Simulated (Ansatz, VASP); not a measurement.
# Two plane-wave programs on As

Contents of INCAR:

```
ALGO = Normal ; EDIFF = 1E-7
ENCUT = 520 ; GGA = PE
ISIF = 2 ; ISMEAR = 0
LASPH = T ; LCHARG = F
LREAL = F ; LWAVE = F
NBANDS = 8 ; NELM = 60
PREC = Accurate ; SIGMA = 0.15
```

KPOINTS

```
k-points
0
Gamma
  18 18 18
```

Contents of POSCAR:

```
As
1.0
    2.6360897008      0.0000000000      0.0000000000
    0.0000000000      2.6360897008      0.0000000000
    0.0000000000      0.0000000000      2.7036817444
As
1
Direct
    0.5000000000      0.5000000000      0.5000000000
```

Input for Ansatz:

```yaml
crystal:
  lattice:
    - [2.6360897008, 0.0, 0.0]
    - [0.0, 2.6360897008, 0.0]
    - [0.0, 0.0, 2.7036817444]
  atoms:
    - { symbol: As, position: [0.5, 0.5, 0.5] }
basis:
  ecutwfc: 420
kpoints:
  mp_grid: { grid: [18, 18, 18] }
hamiltonian:
  xc: pbe
scf:
  occupations: { method: gaussian, width: 0.15 }
output:
  forces: true
  stress: true
  eigenvalues: true
```

Change from the starting cell: strain -0.0250 x Voigt [1, 1, 0, 0, 0, 0], atoms carried along.

Alike in both runs: task single point; functional PBE; k mesh 18 × 18 × 18; occupations gaussian, width 0.15 eV; no spin polarisation.

|  | VASP | Ansatz |
| --- | --- | --- |
| version | VASP 6.6.1 | Ansatz 0.2.0 |
| potentials or method | VASP PAW PBE potentials, release 64 (As) | scalar-relativistic, plane waves, PAW |
| plane-wave cutoff (eV) | 520 | 420 |
| valence electrons in the cell | 5 | 15 |

Ansatz gave:

- gap on the k mesh at the Fermi level (eV): none
- pressure (GPa): 7.7
- largest component of the traceless stress (GPa): 2.73

**Question.** Estimate VASP's values.

**Answer.** gap on the k mesh at the Fermi level (eV): none; pressure (GPa): 8.0; largest component of the traceless stress (GPa): 2.77.

A gap of «none» marks a metal or a gap that the smearing closes. The two sets of potentials don't hold the same shells in valence.
